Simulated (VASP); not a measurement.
Input of a VASP 6.6.1 run:

INCAR

```
SYSTEM = GaP
PREC = Accurate ; ENCUT = 700
EDIFF = 1E-7 ; ISMEAR = 0
SIGMA = 0.02 ; LREAL = .FALSE.
LASPH = .TRUE. ; NELM = 100
ALGO = Normal ; ISIF = 2
LWAVE = .FALSE. ; LCHARG = .FALSE.
GGA = PE ; NBANDS = 16
```

The input KPOINTS:

```
regular mesh
0
G
  8 8 8
  0 0 0
```

The input POSCAR:

```
GaP
1.0
    0.0000000000      2.7252500000      2.7252500000
    2.7252500000      0.0000000000      2.7252500000
    2.7252500000      2.7252500000      0.0000000000
Ga P
1 1
Direct
    0.0000000000      0.0000000000      0.0000000000
    0.2500000000      0.2500000000      0.2500000000
```

Potentials or basis: VASP PAW PBE potentials, release 64 (Ga_d, P).

The run is started by

```sh
$ cat potpaw_PBE.64/Ga_d/POTCAR potpaw_PBE.64/P/POTCAR > POTCAR
$ mpirun -np 1 vasp_std > vasp.out
```

Q: Predict the band gap on the k mesh.

A: 1.64 eV, indirect (least direct gap 1.83 eV).

Q: What does it give for the pressure?

A: 2.5 GPa.

**What was measured.**

“Stacking defects in GaP nanowires: Electronic structure and optical properties”, 2018, arxiv:1810.01194 quotes, for a bulk crystal of GaP at 10 K: band gap 2.34 eV (indirect).

Against the measured gap of GaP, 2.34 eV (indirect; 10 K; quoted in “Stacking defects in GaP nanowires: Electronic structure and optical properties”, 2018, arxiv:1810.01194), the calculated 1.64 eV is off by -0.70 eV. Spin-orbit coupling on Ga is left out. The value is that of PBE on a finite k mesh, which can miss the band edges, without temperature or zero-point motion. Semilocal functionals fall short of measured gaps as a rule.
